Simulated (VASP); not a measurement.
# CaS (Fm-3m) in VASP: notebook, part 2 of 2

VASP 6.6.1.

## 3. Relaxation of cell and atoms, r2SCAN

This run uses another cell than the first one, of 23.21 Å³/atom, 1.005 times its volume.

Contents of POSCAR:

```
CaS
1.0
    0.0000000000      2.8523740000      2.8523740000
    2.8523740000      0.0000000000      2.8523740000
    2.8523740000      2.8523740000      0.0000000000
Ca S
1 1
Direct
    0.0000000000      0.0000000000      0.0000000000
    0.5000000000      0.5000000000      0.5000000000
```

Contents of INCAR.step1:

```
SYSTEM = CaS
ALGO = Normal
EDIFF = 1E-4
ENCUT = 600
GGA = PE
ISMEAR = 0
LASPH = .TRUE.
LCHARG = .FALSE.
LREAL = .FALSE.
LWAVE = .TRUE.
NELM = 100
PREC = Accurate
SIGMA = 0.02
```

Contents of INCAR.step2:

```
SYSTEM = CaS
ALGO = Normal
EDIFF = 1E-7
EDIFFG = -0.02
ENCUT = 600
IBRION = 2
ISIF = 3
ISMEAR = 0
ISTART = 1
LASPH = .TRUE.
LCHARG = .FALSE.
LMIXTAU = .TRUE.
LREAL = .FALSE.
LWAVE = .FALSE.
METAGGA = R2SCAN
NELM = 100
NSW = 70
PREC = Accurate
SIGMA = 0.02
```

Contents of KPOINTS:

```
k-points
0
G
  8 8 8
  0 0 0
```

Potentials or basis: VASP PAW PBE potentials, release 64 (Ca_sv, S).

Started as:

```
$ cat potpaw_PBE.64/Ca_sv/POTCAR potpaw_PBE.64/S/POTCAR > POTCAR
$ cp INCAR.step1 INCAR
$ mpirun -np 1 vasp_std > vasp.out
$ cp INCAR.step2 INCAR
$ mpirun -np 1 vasp_std > vasp.out
```

OUTCAR:

```text
SYSTEM = CaS
   EDIFF = 1E-7
   EDIFFG = -0.02
   ENCUT = 600
   IBRION = 2
   ISIF = 3
   ISMEAR = 0
   ISTART = 1
   LASPH = .TRUE.
   LREAL = .FALSE.
   METAGGA = R2SCAN
   NELM = 100
   NSW = 70
   PREC = Accurate

 ion  position               nearest neighbor table
   1  0.000  0.000  0.000-   2 2.85   2 2.85   2 2.85   2 2.85   2 2.85   2 2.85
   2  0.500  0.500  0.500-   1 2.85   1 2.85   1 2.85   1 2.85   1 2.85   1 2.85

  LATTYP: Found a face centered cubic cell.
 ALAT       =     5.7047480000

  Lattice vectors:

 A1 = (   0.0000000000,   2.8523740000,   2.8523740000)
 A2 = (   2.8523740000,   0.0000000000,   2.8523740000)
 A3 = (   2.8523740000,   2.8523740000,   0.0000000000)

Analysis of symmetry for initial positions (statically):
=====================================================================
 Subroutine PRICEL returns:
 Original cell was already a primitive cell.

 Routine SETGRP: Setting up the symmetry group for a
 face centered cubic supercell.

 Subroutine GETGRP returns: Found 48 space group operations
 (whereof 48 operations were pure point group operations)
 out of a pool of 48 trial point group operations.

The static configuration has the point symmetry O_h .

Analysis of symmetry for dynamics (positions and initial velocities):
=====================================================================
 Subroutine PRICEL returns:
 Original cell was already a primitive cell.

 Routine SETGRP: Setting up the symmetry group for a
 face centered cubic supercell.

 Subroutine GETGRP returns: Found 48 space group operations
 (whereof 48 operations were pure point group operations)
 out of a pool of 48 trial point group operations.

The dynamic configuration has the point symmetry O_h .

 Subroutine INISYM returns: Found 48 space group operations
 (whereof 48 operations are pure point group operations),
 and found     1 'primitive' translations

----------------------------------------------------------------------------------------

                                     Primitive cell

  volume of cell :      46.4140

  direct lattice vectors                    reciprocal lattice vectors
     0.000000000  2.852374000  2.852374000    -0.175292581  0.175292581  0.175292581
     2.852374000  0.000000000  2.852374000     0.175292581 -0.175292581  0.175292581
     2.852374000  2.852374000  0.000000000     0.175292581  0.175292581 -0.175292581

  length of vectors
     4.033865996  4.033865996  4.033865996     0.303615656  0.303615656  0.303615656

  position of ions in fractional coordinates (direct lattice)
     0.000000000  0.000000000  0.000000000
     0.500000000  0.500000000  0.500000000

  ion indices of the primitive-cell ions
   primitive index   ion index
                 1           1
                 2           2

----------------------------------------------------------------------------------------

 KPOINTS: k-points

Automatic generation of k-mesh.
 Grid dimensions read from file:
 generate k-points for:    8    8    8

 Generating k-lattice:

[... 42 lines left out ...]
 [... further k-points ...]
   k-points           NKPTS =     29   k-points in BZ     NKDIM =     29   number of bands    NBANDS=     12
   number of dos      NEDOS =    301   number of ions     NIONS =      2
   total plane-waves  NPLWV =  32768
   dimension x,y,z NGX =    32 NGY =   32 NGZ =   32
   dimension x,y,z NGXF=    64 NGYF=   64 NGZF=   64
   ions per type =               1   1
   NGX,Y,Z   is equivalent  to a cutoff of  13.19, 13.19, 13.19 a.u.
   NGXF,Y,Z  is equivalent  to a cutoff of  26.38, 26.38, 26.38 a.u.
 SYSTEM =  CaS
   PREC   = accura    normal or accurate (medium, high low for compatibility)
   ISTART =      1    job   : 0-new  1-cont  2-samecut
   ICHARG =      0    charge: 1-file 2-atom 10-const
   ISPIN  =      1    spin polarized calculation?
   LNONCOLLINEAR =      F non collinear calculations
   LSORBIT =      F    spin-orbit coupling
   LASPH  =      T    aspherical Exc in radial PAW
   ENCUT  =  600.0 eV  44.10 Ry    6.64 a.u.   8.06  8.06  8.06*2*pi/ulx,y,z
   NELM   =    100;   NELMIN=  2; NELMDL=  0     # of ELM steps
   EDIFF  = 0.1E-06   stopping-criterion for ELM
   LREAL  =      F    real-space projection
   EDIFFG = -.2E-01   stopping-criterion for IOM
   NSW    =     70    number of steps for IOM
   IBRION =      2    ionic relax: 0-MD 1-quasi-New 2-CG
   NFREE  =      1    steps in history (QN), initial steepest desc. (CG)
   ISIF   =      3    stress and relaxation
   ISYM   =      2    0-nonsym 1-usesym 2-fastsym
   POTIM  = 0.5000    time-step for ionic-motion
   TEBEG  =    0.0;   TEEND  =   0.0 temperature during run
   PSTRESS=    0.0 pullay stress
   NELECT =      16.0000    total number of electrons
   NUPDOWN=      -1.0000    fix difference up-down
   EMIN   =  10.00;   EMAX   =-10.00  energy-range for DOS
   EFERMI =   0.00;   METHOD = LEGACY
   ISMEAR =     0;   SIGMA  =   0.02  broadening in eV -4-tet -1-fermi 0-gaus
   EFERMI_NEDOS =   21; number of points for ismear=-14 and -15
   IALGO  =     38    algorithm
   IMIX   =      4    mixing-type and parameters
     AMIX     =   0.40;   BMIX     =  1.00
     AMIX_MAG =   1.60;   BMIX_MAG =  1.00
  volume/ion in A,a.u.               =      23.21       156.61
  Fermi-wavevector in a.u.,A,eV,Ry     =   1.147885  2.169188 17.927578  1.317640
  Thomas-Fermi vector in A             =   2.284563
   LORBIT       =      0    0 simple, 1 ext, 2 COOP (PROOUT), +10 PAW based schemes
   METAGGA = R2SCAN    functional components
   LHFCALC =     F    Hartree Fock is set to
   AEXX    =    0.0000 exact exchange contribution
   IVDW    =     0    specifies the selected vdW correction
   LEPSILON=     F    determine dielectric tensor
   LRPA    =     F    only Hartree local field effects (RPA)
 conjugate gradient relaxation of ions
 non-spin polarized calculation
 Gauss-broadening in eV      SIGMA  =   0.02
  energy-cutoff  :      600.00
  volume of cell :       46.41
 maximum number of plane-waves:      1572
   NGX = 17   NGY = 17   NGZ = 17

 number of electron      16.0000000 magnetization

 Free energy of the ion-electron system (eV)
  ---------------------------------------------------
  ext. energy  EPLUGINS =         0.00000000
  ---------------------------------------------------
  free energy    TOTEN  =       -19.94323723 eV

  energy without entropy =      -19.94323723  energy(sigma->0) =      -19.94323723

 E-fermi :   2.5872     XC(G=0):  -9.7589

 val. band max:        2.4514217544   @ k =   0.0000   0.0000   0.0000
 cond. band min:       5.2662558090   @ k =   0.5000   0.5000   0.0000
 fundamental gap:      2.8148340546
 Fermi energy:         2.5871895742

 k-point     1 :       0.0000    0.0000    0.0000
  band No.  band energies     occupation
      1     -38.2863      2.00000
      2     -18.3858      2.00000
      3     -18.3858      2.00000
      4     -18.3857      2.00000
      5      -9.3260      2.00000
      6       2.4514      2.00000
      7       2.4514      2.00000
      8       2.4514      2.00000
      9       7.1251      0.00000
     10       7.1252      0.00000
     11       7.1252      0.00000
     12       7.3418      0.00000
[... 331 lines left out ...]
 k-point    24 :      -0.3750    0.2500    0.1250
  band No.  band energies     occupation
      1     -38.2736      2.00000
      2     -18.5210      2.00000
      3     -18.4336      2.00000
      4     -18.4108      2.00000
      5      -8.5394      2.00000
      6      -0.1728      2.00000
      7       0.9568      2.00000
      8       1.2869      2.00000
      9       7.9800      0.00000
     10       8.3155      0.00000
     11       9.4969      0.00000
     12       9.8378      0.00000

 [... further k-points ...]

------------------------ aborting loop because EDIFF is reached ----------------------------------------

  FORCE on cell =-STRESS in cart. coord.  units (eV):
  Direction    XX          YY          ZZ          XY          YZ          ZX
  --------------------------------------------------------------------------------------
  -------------------------------------------------------------------------------------
  Total        0.0086029      0.0086029      0.0086029      0.0000000      0.0000000     -0.0000000
  in kB        0.2969658      0.2969658      0.2969658      0.0000000      0.0000000     -0.0000000
  external PRESSURE =       0.2969658 kB  Pullay stress =       0.0000000 kB

 VOLUME and BASIS-vectors are now :
 -----------------------------------------------------------------------------
  energy-cutoff  :      600.00
  volume of cell :       46.41
      direct lattice vectors                 reciprocal lattice vectors
     0.000000000  2.852374000  2.852374000    -0.175292581  0.175292581  0.175292581
     2.852374000  0.000000000  2.852374000     0.175292581 -0.175292581  0.175292581
     2.852374000  2.852374000  0.000000000     0.175292581  0.175292581 -0.175292581

 POSITION                                       TOTAL-FORCE (eV/Angst)
 -----------------------------------------------------------------------------------
      0.00000      0.00000      0.00000         0.000000      0.000000     -0.000000
      2.85237      2.85237      2.85237         0.000000     -0.000000      0.000000
 -----------------------------------------------------------------------------------
    total drift:                                0.000000     -0.000000     -0.000000

  FREE ENERGIE OF THE ION-ELECTRON SYSTEM (eV)
  ---------------------------------------------------
  free  energy   TOTEN  =       -19.9432372250 eV

  energy  without entropy=      -19.9432372250  energy(sigma->0) =      -19.94323723

 reached required accuracy - stopping structural energy minimisation
```

OUTCAR.step1:

```text
SYSTEM = CaS
   EDIFF = 1E-4
   ENCUT = 600
   GGA = PE
   ISMEAR = 0
   LASPH = .TRUE.
   LREAL = .FALSE.
[... 581 lines left out ...]
      0.00000      0.00000      0.00000         0.000000     -0.000000     -0.000000
      2.85237      2.85237      2.85237         0.000000      0.000000      0.000000
 -----------------------------------------------------------------------------------
    total drift:                                0.000000     -0.000000     -0.000000

  FREE ENERGIE OF THE ION-ELECTRON SYSTEM (eV)
  ---------------------------------------------------
  free  energy   TOTEN  =       -10.3653351269 eV

  energy  without entropy=      -10.3653351269  energy(sigma->0) =      -10.36533513
```

Run time: 34 s. Hardware: 1 thread of Intel Xeon 6975P-C (Granite Rapids), shared host; peak memory 0.2 GiB.

What came out:

```
Free energy             : -19.9432 eV
Pressure after relaxing : 0.0 GPa
Band gap on the k mesh  : 2.81 eV, indirect (least direct gap 3.64 eV)
```

Final structure:
```
CELL_PARAMETERS angstrom
0.00000 2.85237 2.85237
2.85237 0.00000 2.85237
2.85237 2.85237 0.00000
ATOMIC_POSITIONS crystal
Ca 0.00000 0.00000 0.00000
S 0.50000 0.50000 0.50000
```

Caveat: the relaxation stopped at its first step, so nothing moved; the PAW data sets were made with another functional, which shifts forces and pressure a little.
